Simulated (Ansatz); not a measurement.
# Cu: a surface, (110), 4 layers

Aim: cut a slab of Cu (110), 4 layers from the relaxed bulk, relax it, and get surface energy and work function. The runs shown use LAPW. Companion runs by PAW are cited. Its runs: bulk in the slab's orientation (LAPW); the reference run (LAPW); atoms relaxed (LAPW); no images along the normal (LAPW); field of 0.3 V/Å along the normal (LAPW).

Method: DFT, PBE, all-electron LAPW, scalar-relativistic, in Ansatz 0.2.0.

### Step 1. The starting structure

It takes space group Fm-3m (No. 225, cubic). Conventional cell: a = 3.630 Å, b = 3.630 Å, c = 3.630 Å, α = 90.00°, β = 90.00°, γ = 90.00°. Cu (site symmetry m-3m) has 12 Cu at 2.57 Å as nearest neighbours.

Coordinates:

```cif
data_structure
_symmetry_space_group_name_H-M 'P 1'
_symmetry_Int_Tables_number 1
_cell_length_a 2.5665
_cell_length_b 3.6295
_cell_length_c 2.5665
_cell_angle_alpha 90.000
_cell_angle_beta 90.000
_cell_angle_gamma 90.000
_cell_volume 23.91
loop_
_atom_site_label
_atom_site_type_symbol
_atom_site_fract_x
_atom_site_fract_y
_atom_site_fract_z
_atom_site_occupancy
Cu1 Cu 0.00000 0.00000 0.00000 1
Cu2 Cu 0.50000 0.50000 0.50000 1
```

Atoms are numbered in the order of the input: Cu1, Cu2.

### Step 2. Bulk in the slab's orientation, LAPW

The input, input.yaml:

```yaml
crystal:
  lattice:
    - [-1.8147567956, 1.8147567956, 0.0]
    - [0.0, 0.0, 3.6295135912]
    - [1.8147567956, 1.8147567956, 0.0]
  atoms:
    - { symbol: Cu, position: [0.0, 0.0, 0.0] }
    - { symbol: Cu, position: [0.5, 0.5, 0.5] }
kpoints:
  mp_grid: { grid: [16, 11, 16] }
scf:
  occupations: { method: fermi_dirac, width: 0.05 }
hamiltonian:
  xc: pbe
  pseudopotentials: { kind: all_electron, lapw: { basis_error: 0.001 } }
output:
  forces: true
  stress: true
  eigenvalues: true
```

Run with:

```console
ansatz run input.yaml --threads 1 --pin off --max-ram 3584MiB --backend cpu --events-out ev --progress --plain --runs-dir out
```

Standard output (excerpt; [...] marks lines left out):

```text
LAPW: plane waves up to 8.751 Å⁻¹, error target 1.0e-3 eV per atom; small_component_spin mean_spin; Cu in spheres of 1.283 Å, 19 of its electrons in bands, Dirac shells []
[...]
Pseudopotentials: kind: all_electron
Pseudopotential: Cu, LAPW, valence charge 19, Koelling and Harmon's equation, gaussian nucleus
Functional definition: PBE
[...]
Crystal: 2 atoms, lattice volume = 23.906 Å³
Basis set: ecut = 291.79940107710695 eV, 263 PW (Γ), exchange–correlation at level 2
Bands: 23, of which v1, the nominal top of the filled ones, is band 19 counted from 1 (18 counted from 0)
Symmetry: 32 space group operations
Space group: Fm-3m (ITA 225), of the structure as read, at distance tolerance 2.9e-5 Å
k-points: 270 of 2816
[...]
SCF iter   1: F=—  HF=-90070.336080 eV  |F-HF|=—  |Δ(HF+E_count)|=         —  Δρ=4.41e-2  dr2=2.21e-1  ethr=5.80e-4  ⟨swp⟩=2.4  Hψ=43654  notcnv=0
[...]
SCF iter   7: F=-90068.586711 eV  HF=-90068.586711 eV  |F-HF|=2.43e-8  |Δ(HF+E_count)|=   8.78e-8  Δρ=1.72e-6  dr2=4.90e-10  ethr=1.66e-10  ⟨swp⟩=3.0  Hψ=20279  notcnv=0
[...]
SCF converged after 7 iterations
Free energy (F): -90068.586711 eV
[...]
E sigma→0 (E₀):  -90068.583738 eV
Entropy (-TS):   -0.005946 eV (-2.973 meV/atom)
Fermi energy:    16.352357 eV
[...]
--- Forces (eV/Å), atoms counted from 1 ---
  atom   1  Cu    -0.00000000    -0.00000000     0.00000000
  atom   2  Cu    -0.00000000    -0.00000000     0.00000000
[...]
--- Stress (GPa, compression-positive) ---
        0.213231      -0.000000      -0.000000
       -0.000000       0.213231       0.000000
       -0.000000       0.000000      -0.212885
  P = ⅓ Tr σ = 0.0712 GPa (0.712 kbar)
--- Band table (eV; the first three rows and the last of 270) ---
  k-point 0: bands = ["-96.1876", "-96.1702", "-53.6038", "-53.5434", "-53.5434", "-53.5063", "-53.5040", "-53.5040", "7.0390", "11.5436", "12.0074", "13.3917", "13.3917", "13.3935", "14.2088", "14.2106", "14.7574", "14.9163", "14.9163", "17.8096", "23.3736", "29.3001", "29.3001"]
[...]
```

Run time: 44 s. Hardware: 1 thread of Intel Xeon Platinum 8488C (Sapphire Rapids), shared host; peak memory 0.73 GiB.

Read from it: pressure 0.07 GPa; no gap.

### Step 3. The slab as cut

The slab cell holds 4 atoms: a = 2.566 Å, b = 3.630 Å, c = 19.850 Å, α = 90.00°, β = 90.00°, γ = 90.00°.

### Step 4. Slab as cut, LAPW

The input, input.yaml:

```yaml
crystal:
  lattice:
    - [2.5664536728, 0.0, 0.0]
    - [0.0, 3.6295135912, 0.0]
    - [0.0, 0.0, 19.8497]
  atoms:
    - { symbol: Cu, position: [0.25, 0.25, 0.4030292521] }
    - { symbol: Cu, position: [0.75, 0.75, 0.4676764171] }
    - { symbol: Cu, position: [0.25, 0.25, 0.5323235825] }
    - { symbol: Cu, position: [0.75, 0.75, 0.5969707479] }
kpoints:
  mp_grid: { grid: [16, 11, 1] }
scf:
  occupations: { method: fermi_dirac, width: 0.05 }
hamiltonian:
  xc: pbe
  pseudopotentials: { kind: all_electron, lapw: { basis_error: 0.001 } }
output:
  forces: true
  stress: true
  eigenvalues: true
  populations: true
  dos: { projected: true, de: 0.2, e_range: [-14, 8] }
efield:
  axis: 3
  amplitude: 0
  dipole_correction: true
```

Run with:

```console
ansatz run input.yaml --threads 1 --pin off --max-ram 3584MiB --backend cpu --events-out ev --progress --plain --runs-dir out
```

Standard output:

```text
Cu: projections on atomic orbitals take those of the free atom 1s2 2s2 2p6 3s2 3p6 3d10 4s1, of charge +0.00 (hamiltonian.pseudopotentials.projection_atoms)
LAPW: plane waves up to 8.751 Å⁻¹, error target 1.0e-3 eV per atom; small_component_spin mean_spin; Cu in spheres of 1.283 Å, 19 of its electrons in bands, Dirac shells []
Engine: ansatz 0.2.0
[... 3 set-up lines as earlier in the session ...]
  parameter kappa = 0.804
  parameter beta = 0.06672455060314922
  exchange = pbe_x(kappa = kappa, mu = beta*pi^2/3)
  correlation = pbe_c(beta = beta)
Crystal: 4 atoms, lattice volume = 184.900 Å³
Basis set: ecut = 291.79369458055396 eV, 2107 PW (Γ), exchange–correlation at level 2
Bands: 46, of which v1, the nominal top of the filled ones, is band 38 counted from 1 (37 counted from 0)
Symmetry: 4 space group operations
k-points: 54 of 176
Non-local potential: Cu, projectors of the file, none
Initial density: superposition of atomic densities (neutral atoms: chi_scale 0, normalization atom)
Initial wavefunctions: plane waves of lowest kinetic energy (no species holds an atomic orbital)
Functional: x = pbe(κ = 0.804, μ = 0.2195149727645171), c = pbe(β = 0.06672455060314922)
iter 1 solved again at ethr=1.27e-3 eV; its pass at ethr=1.00e-1 eV (dr2=9.64e-1 eV) is discarded
SCF iter   1: F=—  HF=-180138.061248 eV  |F-HF|=—  |Δ(HF+E_count)|=         —  Δρ=2.35e-2  dr2=9.75e-1  ethr=1.27e-3  p=-0.000 e·Å  D=-3.29e-15 V/Å  ΔV_dip=0.00 eV  dr2_dipole=1.36e-18  V_vac-E_F(+/−)=4.37/4.37 eV  ⟨swp⟩=2.4  Hψ=16198  notcnv=0
efield: sawtooth ramp at fractional position 0.9500 (placed from the atoms, in the widest stretch of the axis that holds none; the zero of the levels goes with the place), width 0.1000; the density the first Hamiltonian is built on has a dipole p = 0.000 e·Å; the dipole correction subtracts the counter field D = 7.39e-15 V/Å, which shifts the + side's vacuum level by -0.00 eV against the − side's; the planar-averaged density in the ramp window peaks in size at 8.2e-7 e/Å³
preconditioner: auto → LDOS  [metal: Δε(μ)=0.012 eV  Ē_g=6.795 eV  σ=0.050 eV  W_gap=0.06  n_scr=36 (ndim 8)  ℏωp=18.1 eV  f_vac=0.663  D(μ)=1.67/eV (n_scr^D=8)  β→1.0]
SCF iter   2: F=—  HF=-180152.051008 eV  |F-HF|=—  |Δ(HF+E_count)|=    1.40e1  Δρ=2.09e-2  dr2=3.18e0  ethr=1.27e-3  p=0.000 e·Å  D=1.95e-6 V/Å  ΔV_dip=-0.00 eV  dr2_dipole=3.58e-10  V_vac-E_F(+/−)=3.51/3.51 eV  ⟨swp⟩=3.5  Hψ=9147  notcnv=0  recentre
iter 3 solved again at ethr=8.32e-5 eV; its pass at ethr=1.27e-3 eV (dr2=6.33e-2 eV) is discarded
SCF iter   3: F=—  HF=-180135.299170 eV  |F-HF|=—  |Δ(HF+E_count)|=    1.68e1  Δρ=4.73e-3  dr2=6.33e-2  ethr=8.32e-5  p=0.000 e·Å  D=3.70e-7 V/Å  ΔV_dip=-0.00 eV  dr2_dipole=1.75e-11  V_vac-E_F(+/−)=4.62/4.62 eV  ⟨swp⟩=2.0  Hψ=14254  notcnv=0
SCF iter   4: F=—  HF=-180135.299141 eV  |F-HF|=—  |Δ(HF+E_count)|=         —  Δρ=2.35e-3  dr2=1.13e-2  ethr=8.32e-5  p=0.000 e·Å  D=2.57e-7 V/Å  ΔV_dip=-0.00 eV  dr2_dipole=2.34e-12  V_vac-E_F(+/−)=4.42/4.42 eV  ⟨swp⟩=3.0  Hψ=7818  notcnv=0
the basis was enlarged: its passes take 316.9 KiB over the memory plan, 1 of 1 planned eigensolver slots
SCF iter   5: F=—  HF=-180135.273778 eV  |F-HF|=—  |Δ(HF+E_count)|=   2.54e-2  Δρ=1.25e-3  dr2=2.67e-3  ethr=1.49e-5  p=0.000 e·Å  D=1.80e-7 V/Å  ΔV_dip=-0.00 eV  dr2_dipole=2.21e-12  V_vac-E_F(+/−)=4.46/4.46 eV  ⟨swp⟩=3.0  Hψ=7436  notcnv=0
SCF iter   6: F=—  HF=-180135.275015 eV  |F-HF|=—  |Δ(HF+E_count)|=   1.24e-3  Δρ=2.19e-4  dr2=1.53e-4  ethr=3.51e-6  p=0.000 e·Å  D=7.39e-8 V/Å  ΔV_dip=-0.00 eV  dr2_dipole=8.24e-14  V_vac-E_F(+/−)=4.42/4.42 eV  ⟨swp⟩=2.8  Hψ=7192  notcnv=0
SCF iter   7: F=—  HF=-180135.275118 eV  |F-HF|=—  |Δ(HF+E_count)|=   1.02e-4  Δρ=6.86e-5  dr2=1.21e-5  ethr=2.01e-7  p=0.000 e·Å  D=2.08e-8 V/Å  ΔV_dip=-0.00 eV  dr2_dipole=4.26e-15  V_vac-E_F(+/−)=4.40/4.40 eV  ⟨swp⟩=2.9  Hψ=7281  notcnv=0
SCF iter   8: F=—  HF=-180135.275132 eV  |F-HF|=—  |Δ(HF+E_count)|=   1.41e-5  Δρ=1.09e-5  dr2=4.30e-7  ethr=1.59e-8  p=0.000 e·Å  D=2.38e-8 V/Å  ΔV_dip=-0.00 eV  dr2_dipole=1.45e-16  V_vac-E_F(+/−)=4.40/4.40 eV  ⟨swp⟩=3.0  Hψ=7719  notcnv=0
SCF iter   9: F=-180135.275132 eV  HF=-180135.275132 eV  |F-HF|=1.08e-8  |Δ(HF+E_count)|=   4.00e-7  Δρ=2.37e-6  dr2=1.36e-8  ethr=5.66e-10  p=-0.000 e·Å  D=-4.87e-8 V/Å  ΔV_dip=0.00 eV  dr2_dipole=2.73e-15  V_vac-E_F(+/−)=4.39/4.39 eV  ⟨swp⟩=3.0  Hψ=7778  notcnv=0
SCF 1 converged in 9 iterations: F = -180135.275132 eV  dr2 = 1.36e-8
SCF converged after 9 iterations
Free energy (F): -180135.275132 eV
Harris-Foulkes:  -180135.275132 eV  (|F-HF|=1.08e-8)
Internal energy: -180135.262416 eV  (E = F + TS)
E sigma→0 (E₀):  -180135.268774 eV
Entropy (-TS):   -0.012716 eV (-3.179 meV/atom)
Fermi energy:    1.028146 eV
Dipole field:    D = -0.000000 V/Å  (p = -0.000000 e·Å, saw-weighted, corrected)
Work function:   Φ+ = 4.3943 eV   Φ− = 4.3943 eV
Levels:          The Fermi level and band energies are counted from a zero that moves with the ramp; work functions are not
--- Per-component energies (eV) ---
  E_band       = -2608.287704
  E_kinetic    = 183225.403753
  E_xc         = -7359.623459
  E_efield     = 0.000000  (sawtooth field / dipole correction)
  E_electrostatic = -356001.042710  (all electrons and nuclei)
  E_smearing   = -0.012716  (= −TS)
  E_closure    = 0.000000  (closes the sum)
  E_atoms      = -180122.129827  (free atoms, spherical and without spin; not in F)
  Σ components = -180135.275132   (vs F -180135.275132, Δ=0.00e0)
  Basis errors (estimates in eV, not in F): energy 3.6e-4 per atom: plane waves 3.1e-4 (1.8e-4 summed), levels above the bands 3.1e-63, relativity 3.8e-8, radial functions 4.3e-5, core shells 6.7e-10; eigenvalues (radial functions only) 9.6e-7; not estimated: angular momenta, meshes, grids; target (lapw.basis_error) 1.0e-3; muffin-tin radii Cu 1.283 Å
--- Forces (eV/Å), atoms counted from 1 ---
  atom   1  Cu     0.00000000     0.00000000     0.40451142
  atom   2  Cu     0.00000000     0.00000000    -0.39477966
  atom   3  Cu     0.00000000     0.00000000     0.39477919
  atom   4  Cu     0.00000000     0.00000000    -0.40451055
  max |Σ_I F_I| component: 3.92e-7 eV/Å
--- Stress (GPa, compression-positive) ---
       -2.235052       0.000000       0.000000
        0.000000      -2.039084       0.000000
        0.000000       0.000000      -0.909196
  P = ⅓ Tr σ = -1.7278 GPa (-17.278 kbar)
--- Band table (eV; the first three rows and the last of 54) ---
  k-point 0: bands = ["-111.4614", "-111.4526", "-111.0178", "-111.0178", "-68.8691", "-68.8256", "-68.8213", "-68.8201", "-68.8057", "-68.8028", "-68.4308", "-68.4307", "-68.3844", "-68.3843", "-68.3748", "-68.3735", "-7.1530", "-4.5141", "-3.2498", "-2.7825", "-2.6760", "-2.1049", "-2.1031", "-2.0182", "-1.6591", "-1.6416", "-1.6240", "-1.3839", "-1.2204", "-1.1403", "-1.0779", "-0.9806", "-0.7119", "-0.6449", "-0.6236", "-0.5271", "-0.5119", "-0.3426", "0.4357", "3.0356", "4.1142", "4.9674", "5.7527", "6.0057", "7.5776", "7.9833"]
  k-point 1: bands = ["-111.4612", "-111.4528", "-111.0178", "-111.0178", "-68.8687", "-68.8272", "-68.8251", "-68.8149", "-68.8061", "-68.8027", "-68.4308", "-68.4307", "-68.3845", "-68.3843", "-68.3747", "-68.3735", "-7.0573", "-4.4537", "-3.2520", "-2.7548", "-2.7445", "-2.1066", "-2.0665", "-1.9118", "-1.6595", "-1.6460", "-1.6176", "-1.4117", "-1.3022", "-1.1471", "-0.9986", "-0.9971", "-0.7124", "-0.6482", "-0.6349", "-0.5503", "-0.4761", "-0.3554", "0.4886", "3.0958", "3.4279", "5.0551", "5.8366", "6.0624", "6.5453", "8.1269"]
  k-point 2: bands = ["-111.4607", "-111.4533", "-111.0178", "-111.0178", "-68.8673", "-68.8339", "-68.8239", "-68.8101", "-68.8072", "-68.8025", "-68.4308", "-68.4308", "-68.3847", "-68.3845", "-68.3745", "-68.3734", "-6.7737", "-4.2855", "-3.2755", "-2.8899", "-2.6764", "-2.0550", "-1.9495", "-1.8201", "-1.6611", "-1.5931", "-1.5702", "-1.4772", "-1.4176", "-1.1601", "-1.0462", "-0.9072", "-0.7126", "-0.6997", "-0.6185", "-0.5620", "-0.4333", "-0.3878", "0.6583", "2.1247", "3.2751", "4.8069", "5.3848", "6.0665", "6.4165", "8.0868"]
  k-point 53: bands = ["-111.4526", "-111.4526", "-111.0134", "-111.0134", "-68.8802", "-68.8802", "-68.8298", "-68.8298", "-68.8071", "-68.8070", "-68.4836", "-68.4836", "-68.3806", "-68.3806", "-68.3697", "-68.3697", "-3.3193", "-3.3193", "-2.5808", "-2.5808", "-2.1914", "-2.1914", "-1.9945", "-1.9945", "-1.7277", "-1.7277", "-1.5186", "-1.5186", "-0.9006", "-0.9006", "-0.8000", "-0.8000", "-0.4823", "-0.4823", "-0.3567", "-0.3567", "1.6876", "1.6876", "4.7364", "4.7364", "5.3039", "5.3039", "6.9199", "6.9199", "8.3887", "8.3887"]
--- Löwdin populations: 4 sites ---
  site symbol       q [e]
     0     Cu     28.8834
     1     Cu     28.8617
     2     Cu     28.8617
     3     Cu     28.8834
  spilling = 0.004394 (of n_electrons = 116.000000)
```

Wall time 3.2 min (1 thread of Intel Xeon Platinum 8488C (Sapphire Rapids), shared host); peak memory 0.87 GiB.

Read from it: no gap; largest force 0.405 eV/Å; work function 4.39 eV.

States per cell in windows of 1 eV (zero at the Fermi level; grid of 0.20 eV, so sharp peaks spill over the borders):

```csv
from,to,total,Cu 3d,Cu 4s
-9,-8,0.02,0.00,0.02
-8,-7,0.40,0.01,0.37
-7,-6,0.44,0.03,0.39
-6,-5,0.81,0.19,0.60
-5,-4,3.02,2.06,0.90
-4,-3,7.87,7.37,0.41
-3,-2,14.91,14.42,0.35
-2,-1,15.00,14.54,0.40
-1,0,1.41,0.61,0.67
0,1,1.47,0.31,0.75
1,2,1.35,0.16,0.67
2,3,1.69,0.09,0.50
3,4,1.23,0.04,0.21
4,5,1.46,0.03,0.30
```

(Part 1 of 2 ends here.)
